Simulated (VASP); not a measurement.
# GaS (P6_3/mmc) in VASP: G0W0 quasiparticle levels with PBE

Aim: the G0W0 quasiparticle levels of GaS with PBE.

Everything below comes from runs of VASP 6.6.1. Logs are shortened: lines on timing, memory, paths and dates and some standing lists are left out, and cuts for length are marked.

**Measured values to compare with.**

“Vapor-liquid-solid growth of highly-mismatched semiconductor nanowires with high-fidelity van der Waals layer stacking”, 2022, arxiv:2211.03366 quotes, for a bulk crystal of GaS at 77 K: band gap 2.59 eV (indirect).

How close the calculation comes is told below.

### Step 1. The crystal as given

Symmetry: P6_3/mmc, No. 194, hexagonal system. Conventional cell: a = 3.588 Å, b = 3.588 Å, c = 15.423 Å, α = 90.00°, β = 90.00°, γ = 120.00°. Around Ga (site symmetry 3m) lie 3 S at 2.34 Å and 1 Ga at 2.45 Å. S (site symmetry 3m) has 3 Ga at 2.34 Å as nearest neighbours.

### Step 2. G0W0 quasiparticle levels, PBE

POSCAR reads:

```
GaS                                     
1.0
    3.5882434149      0.0000000000      0.0000000000
   -1.7941217074      3.1075099523     -0.0000000000
    0.0000000000     -0.0000000000     15.4227830797
  Ga              S             
     4     4
Direct
     0.3333333332999970    0.6666666667000030    0.1706260018430349
     0.6666666667000030    0.3333333332999970    0.6706260018430349
     0.3333333332999970    0.6666666667000030    0.3293739981569652
     0.6666666667000030    0.3333333332999970    0.8293739981569651
     0.3333333332999970    0.6666666667000030    0.5999602088974968
     0.6666666667000030    0.3333333332999970    0.0999602088974968
     0.3333333332999970    0.6666666667000030    0.9000397911025032
     0.6666666667000030    0.3333333332999970    0.4000397911025033
```

INCAR.step1 reads:

```
SYSTEM = GaS
PREC = Accurate ; ENCUT = 500
EDIFF = 1E-8 ; ISMEAR = 0
SIGMA = 0.01 ; LREAL = .False.
LASPH = .True. ; NELM = 80
ALGO = Fast ; LWAVE = .True.
LCHARG = .False. ; GGA = PE
KPAR = 4
```

INCAR.step2 reads:

```
SYSTEM = GaS
PREC = Accurate ; ENCUT = 500
EDIFF = 1E-8 ; ISMEAR = 0
SIGMA = 0.01 ; LREAL = .False.
LASPH = .True. ; NELM = 1
ALGO = Exact ; LWAVE = .True.
LCHARG = .False. ; GGA = PE
KPAR = 4 ; NBANDS = 685
LOPTICS = .True. ; ISTART = 1
```

INCAR.step3 reads:

```
SYSTEM = GaS
PREC = Accurate ; ENCUT = 500
EDIFF = 1E-8 ; ISMEAR = 0
SIGMA = 0.01 ; LREAL = .False.
LASPH = .True. ; ALGO = EVGW0
LWAVE = .False. ; LCHARG = .False.
GGA = PE ; KPAR = 4
NELMGW = 1 ; NBANDS = 685
ENCUTGW = 150 ; NOMEGA = 48
PRECFOCK = Fast ; ISTART = 1
NBANDSGW = 46
```

KPOINTS reads:

```
regular mesh
0
Gamma
  6 6 1
  0 0 0
```

Potentials or basis: VASP PAW PBE potentials, release 64 (Ga_d_GW, S_GW).

Launch:

```console
$ cat potpaw_PBE.64/Ga_d_GW/POTCAR potpaw_PBE.64/S_GW/POTCAR > POTCAR
$ cp INCAR.step1 INCAR
$ mpirun -np 4 vasp_std > vasp.out
$ cp INCAR.step2 INCAR
$ mpirun -np 4 vasp_std > vasp.out
$ cp INCAR.step3 INCAR
$ mpirun -np 4 vasp_std > vasp.out
```

OUTCAR:

```text
SYSTEM = GaS
   PREC = Accurate
   ENCUT = 500
   EDIFF = 1E-8
   ISMEAR = 0
   LREAL = .False.
   LASPH = .True.
   GGA = PE
   NELMGW = 1
   ENCUTGW = 150
   PRECFOCK = Fast
   ISTART = 1

 ion  position               nearest neighbor table
   1  0.333  0.667  0.171-   6 2.34   6 2.34   6 2.34   3 2.45
   2  0.667  0.333  0.671-   5 2.34   5 2.34   5 2.34   4 2.45
   3  0.333  0.667  0.329-   8 2.34   8 2.34   8 2.34   1 2.45
   4  0.667  0.333  0.829-   7 2.34   7 2.34   7 2.34   2 2.45
   5  0.333  0.667  0.600-   2 2.34   2 2.34   2 2.34
   6  0.667  0.333  0.100-   1 2.34   1 2.34   1 2.34
   7  0.333  0.667  0.900-   4 2.34   4 2.34   4 2.34
   8  0.667  0.333  0.400-   3 2.34   3 2.34   3 2.34

  LATTYP: Found a hexagonal cell.
 ALAT       =     3.5882434149
 C/A-ratio  =     4.2981429341

  Lattice vectors:

 A1 = (   3.5882434149,   0.0000000000,   0.0000000000)
 A2 = (  -1.7941217074,   3.1075099523,   0.0000000000)
 A3 = (   0.0000000000,   0.0000000000,  15.4227830797)

Analysis of symmetry for initial positions (statically):
=====================================================================
 Subroutine PRICEL returns:
 Original cell was already a primitive cell.

 Routine SETGRP: Setting up the symmetry group for a
 hexagonal supercell.

 Subroutine GETGRP returns: Found 24 space group operations
 (whereof 12 operations were pure point group operations)
 out of a pool of 24 trial point group operations.

The static configuration has the point symmetry D_3d.
 The point group associated with its full space group is D_6h.

Analysis of symmetry for dynamics (positions and initial velocities):
=====================================================================
 Subroutine PRICEL returns:
 Original cell was already a primitive cell.

 Routine SETGRP: Setting up the symmetry group for a
 hexagonal supercell.

 Subroutine GETGRP returns: Found 24 space group operations
 (whereof 12 operations were pure point group operations)
 out of a pool of 24 trial point group operations.

The dynamic configuration has the point symmetry D_3d.
 The point group associated with its full space group is D_6h.

 Subroutine INISYM returns: Found 24 space group operations
 (whereof 12 operations are pure point group operations),
 and found     1 'primitive' translations

----------------------------------------------------------------------------------------

                                     Primitive cell

  volume of cell :     171.9718

  direct lattice vectors                    reciprocal lattice vectors
     3.588243415  0.000000000  0.000000000     0.278687894  0.160900531  0.000000000
    -1.794121707  3.107509952  0.000000000     0.000000000  0.321801061  0.000000000
     0.000000000  0.000000000 15.422783080     0.000000000  0.000000000  0.064839141

  length of vectors
     3.588243415  3.588243415 15.422783080     0.321801061  0.321801061  0.064839141

  position of ions in fractional coordinates (direct lattice)
     0.333333333  0.666666667  0.170626002
     0.666666667  0.333333333  0.670626002
     0.333333333  0.666666667  0.329373998
     0.666666667  0.333333333  0.829373998
     0.333333333  0.666666667  0.599960209
     0.666666667  0.333333333  0.099960209
     0.333333333  0.666666667  0.900039791
     0.666666667  0.333333333  0.400039791

  ion indices of the primitive-cell ions
   primitive index   ion index
                 1           1
                 2           2
                 3           3
                 4           4
                 5           5
                 6           6
                 7           7
                 8           8

----------------------------------------------------------------------------------------

 KPOINTS: regular mesh

Automatic generation of k-mesh.
 Grid dimensions read from file:
 generate k-points for:    6    6    1

 Generating k-lattice:

  Cartesian coordinates                     Fractional coordinates (reciprocal lattice)
     0.046447982  0.026816755  0.000000000     0.166666667  0.000000000  0.000000000
     0.000000000  0.053633510  0.000000000     0.000000000  0.166666667  0.000000000
     0.000000000  0.000000000  0.064839141     0.000000000  0.000000000  1.000000000

  Length of vectors
     0.053633510  0.053633510  0.064839141

  Shift w.r.t. Gamma in fractional coordinates (k-lattice)
     0.000000000  0.000000000  0.000000000

 Subroutine IBZKPT returns following result:
 ===========================================

 Found      7 irreducible k-points:

 Following reciprocal coordinates:
            Coordinates               Weight
  0.000000  0.000000  0.000000      1.000000
  0.166667 -0.000000  0.000000      6.000000
  0.333333  0.000000  0.000000      6.000000
  0.500000  0.000000  0.000000      3.000000
  0.166667  0.166667  0.000000      6.000000
  0.333333  0.166667  0.000000     12.000000
  0.333333  0.333333  0.000000      2.000000
   k-points           NKPTS =      7   k-points in BZ     NKDIM =     36   number of bands    NBANDS=    685
   number of dos      NEDOS =    301   number of ions     NIONS =      8
   total plane-waves  NPLWV =  87808
   dimension x,y,z NGX =    28 NGY =   28 NGZ =  112
   dimension x,y,z NGXF=    56 NGYF=   56 NGZF=  224
   ions per type =               4   4
   NGX,Y,Z   is equivalent  to a cutoff of  12.97, 12.97, 12.07 a.u.
   NGXF,Y,Z  is equivalent  to a cutoff of  25.95, 25.95, 24.15 a.u.
 SYSTEM =  GaS
   PREC   = accura    normal or accurate (medium, high low for compatibility)
   ISTART =      1    job   : 0-new  1-cont  2-samecut
   ICHARG =      0    charge: 1-file 2-atom 10-const
   ISPIN  =      1    spin polarized calculation?
   LNONCOLLINEAR =      F non collinear calculations
   LSORBIT =      F    spin-orbit coupling
   LASPH  =      T    aspherical Exc in radial PAW
   ENCUT  =  500.0 eV  36.75 Ry    6.06 a.u.   6.54  6.54 28.12*2*pi/ulx,y,z
   NELM   =     60;   NELMIN=  2; NELMDL=  0     # of ELM steps
   EDIFF  = 0.1E-07   stopping-criterion for ELM
   LREAL  =      F    real-space projection
   EDIFFG = 0.1E-06   stopping-criterion for IOM
   NSW    =      0    number of steps for IOM
   IBRION =     -1    ionic relax: 0-MD 1-quasi-New 2-CG
   NFREE  =      0    steps in history (QN), initial steepest desc. (CG)
   ISIF   =      0    stress and relaxation
   ISYM   =      3    0-nonsym 1-usesym 2-fastsym
   POTIM  = 0.5000    time-step for ionic-motion
   TEBEG  =    0.0;   TEEND  =   0.0 temperature during run
   PSTRESS=    0.0 pullay stress
   NELECT =      76.0000    total number of electrons
   NUPDOWN=      -1.0000    fix difference up-down
   EMIN   =  10.00;   EMAX   =-10.00  energy-range for DOS
   EFERMI =   0.00;   METHOD = LEGACY
   ISMEAR =     0;   SIGMA  =   0.01  broadening in eV -4-tet -1-fermi 0-gaus
   EFERMI_NEDOS =   21; number of points for ismear=-14 and -15
   IALGO  =     38    algorithm
   IMIX   =      4    mixing-type and parameters
     AMIX     =   0.40;   BMIX     =  1.00
     AMIX_MAG =   1.60;   BMIX_MAG =  1.00
  volume/ion in A,a.u.               =      21.50       145.07
  Fermi-wavevector in a.u.,A,eV,Ry     =   1.246982  2.356455 21.156583  1.554965
  Thomas-Fermi vector in A             =   2.381135
   LORBIT       =      0    0 simple, 1 ext, 2 COOP (PROOUT), +10 PAW based schemes
   GGA     = PE    functional components
   LHFCALC =     T    Hartree Fock is set to
   PRECFOCK=fast      Normal, Fast or Accurate (Low or Medium for compatibility)
   ENCUT4O =  -1.0   cutoff for four orbital integrals eV
   NKREDX  =     1    reduce k-point grid by
   NKREDY  =     1    reduce k-point grid by
   NKREDZ  =     1    reduce k-point grid by
   AEXX    =    1.0000 exact exchange contribution
   HFSCREEN=    0.0000 screening length (either q_TF or 0.3 A-1)
   HFSCREENC=   0.0000 screening length for correlation (either q_TF or 0.3 A-1)
   ENCUTFOCK=  -1.0 apply spherical cutoff to Coloumb kernel
   IVDW    =     0    specifies the selected vdW correction
   LEPSILON=     F    determine dielectric tensor
   LRPA    =     F    only Hartree local field effects (RPA)
   LRPAFORCE           =     F    calculate RPA forces
   ENCUTGW             = 150.0    cutoff for response function in eV
   ENCUTGWSOFT         = 120.0    soft cutoff for Coulomb kernel in GW response function in eV
   ENCUTLF             =  -1.0    cutoff for local field effects
   NELMGW              =     1    number of iterations in solving QP/BSE equation
   NELMHF              =     1    number of iterations in the inner HF iteration
   NKREDLFX            =     1    NKREDLFY  =   1   NKREDLFZ  =   1
 non-spin polarized calculation
 Gauss-broadening in eV      SIGMA  =   0.01
  energy-cutoff  :      500.00
  volume of cell :      171.97
 maximum number of plane-waves:      4413
 NGX is ok and might be reduce to    28
  NGX = 16; NGY = 16; NGZ = 70
   NGX = 13   NGY = 13   NGZ = 57
 maximum number of plane-waves:       739

 QP shifts <psi_nk| G(iteration)W_0 |psi_nk>: iteration 1
 for sc-GW calculations column KS-energies equals QP-energies in previous step
 and V_xc(KS)=  KS-energies - (<T + V_ion + V_H > + <T+V_H+V_ion>^1  + <V_x>^1)

 k-point   1 :       0.0000    0.0000    0.0000
  band No.  KS-energies  QP-energies   sigma(KS)   V_xc(KS)     V^pw_x(r,r')   Z            occupation Imag(sigma)

      1     -11.0791     -13.5198     -24.6318     -21.0658     -34.1354       0.6844       2.0000       0.2623
      2     -11.0760     -13.5471     -24.7797     -21.1755     -34.3066       0.6856       2.0000       0.2474
      3     -10.9478     -13.5360     -25.4159     -21.6641     -35.0182       0.6899       2.0000       0.2260
      4     -10.9478     -13.5360     -25.4159     -21.6641     -35.0182       0.6899       2.0000       0.2260
      5     -10.9478     -13.5360     -25.4159     -21.6641     -35.0182       0.6899       2.0000       0.2260
      6     -10.9478     -13.5360     -25.4159     -21.6641     -35.0182       0.6899       2.0000       0.2260
[... 38 lines left out ...]
     45       8.6236       9.0529     -10.2666     -10.8282      -5.7185       0.7645       0.0000      -0.0862
     46       8.6236       9.0529     -10.2666     -10.8282      -5.7185       0.7645       0.0000      -0.0862

 k-point   2 :       0.1667   -0.0000    0.0000
  band No.  KS-energies  QP-energies   sigma(KS)   V_xc(KS)     V^pw_x(r,r')   Z            occupation Imag(sigma)

      1     -11.1124     -13.4256     -24.0635     -20.6651     -33.4921       0.6807       2.0000       0.3319
      2     -11.1037     -13.4717     -24.3272     -20.8589     -33.7931       0.6828       2.0000       0.3038
      3     -11.0171     -13.2842     -23.8774     -20.5433     -33.2434       0.6800       2.0000       0.3509
      4     -11.0025     -13.3356     -24.2128     -20.7923     -33.6252       0.6821       2.0000       0.3171
      5     -10.9993     -13.5595     -25.2205     -21.5133     -34.8113       0.6906       2.0000       0.2241
      6     -10.9948     -13.5598     -25.2470     -21.5352     -34.8402       0.6910       2.0000       0.2232
[... 38 lines left out ...]
     45       8.9288       9.2759     -10.0208     -10.4734      -5.5242       0.7670       0.0000      -0.0982
     46       8.9700       9.3981     -10.3765     -10.9413      -5.7285       0.7579       0.0000      -0.0970

 k-point   3 :       0.3333    0.0000    0.0000
  band No.  KS-energies  QP-energies   sigma(KS)   V_xc(KS)     V^pw_x(r,r')   Z            occupation Imag(sigma)

      1     -11.1950     -13.4439     -23.8207     -20.5018     -33.2406       0.6776       2.0000       0.3630
      2     -11.1859     -13.4640     -23.9611     -20.6055     -33.3982       0.6789       2.0000       0.3477
      3     -11.1214     -13.3589     -23.7823     -20.4853     -33.1672       0.6786       2.0000       0.3580
      4     -11.1108     -13.3793     -23.9351     -20.5985     -33.3384       0.6799       2.0000       0.3415
      5     -11.0047     -13.5837     -25.3464     -21.6041     -34.9598       0.6891       2.0000       0.2026
      6     -11.0047     -13.5837     -25.3464     -21.6041     -34.9598       0.6891       2.0000       0.2026
[... 188 lines left out ...]
     45       8.7293       9.0167      -9.9106     -10.2860      -5.4555       0.7655       0.0000      -0.1003
     46       8.7965       9.0751      -9.8308     -10.1953      -5.3632       0.7642       0.0000      -0.1030

 k-point   7 :       0.3333    0.3333    0.0000
  band No.  KS-energies  QP-energies   sigma(KS)   V_xc(KS)     V^pw_x(r,r')   Z            occupation Imag(sigma)

      1     -11.2210     -13.4658     -23.8897     -20.5679     -33.3357       0.6758       2.0000       0.3567
      2     -11.2210     -13.4658     -23.8897     -20.5679     -33.3357       0.6758       2.0000       0.3567
      3     -11.1563     -13.3950     -23.8701     -20.5616     -33.2838       0.6767       2.0000       0.3487
      4     -11.1563     -13.3950     -23.8701     -20.5616     -33.2838       0.6767       2.0000       0.3487
      5     -10.9987     -13.5995     -25.3785     -21.6303     -34.9982       0.6939       2.0000       0.1994
      6     -10.9987     -13.5995     -25.3785     -21.6303     -34.9982       0.6939       2.0000       0.1994
[... 38 lines left out ...]
     45       8.3500       8.5397      -8.8183      -9.0639      -4.4894       0.7722       0.0000      -0.0961
     46       9.6270       9.9579     -10.0844     -10.5251      -5.2511       0.7508       0.0000      -0.1484
```

Run time: 29 min. Hardware: 4 MPI ranks of Intel Xeon 6975P-C (Granite Rapids), shared host; peak memory 3.8 GiB.

What came out:

- Band gap on the k mesh, mean-field level: 1.54 eV, indirect (least direct gap 1.65 eV)
- Quasiparticle gap: 2.39 eV
- Least direct quasiparticle gap: 2.81 eV

Caveat: bands, screening cutoff and mesh are small and nothing is extrapolated, so the quasiparticle values aren't converged; an odd mesh through Γ misses points on the zone boundary, where band edges often lie.

### Step 3. Comparison with measurements

Step 2. Against the measured gap of GaS, 2.59 eV (indirect; 77 K; quoted in “Vapor-liquid-solid growth of highly-mismatched semiconductor nanowires with high-fidelity van der Waals layer stacking”, 2022, arxiv:2211.03366), the calculated 2.39 eV is off by -0.20 eV. 2 values of this kind are on record (2.53 to 2.59 eV); this one was drawn at random. Spin-orbit coupling on Ga is left out. The value is that of G0W0 on PBE, without temperature or zero-point motion.
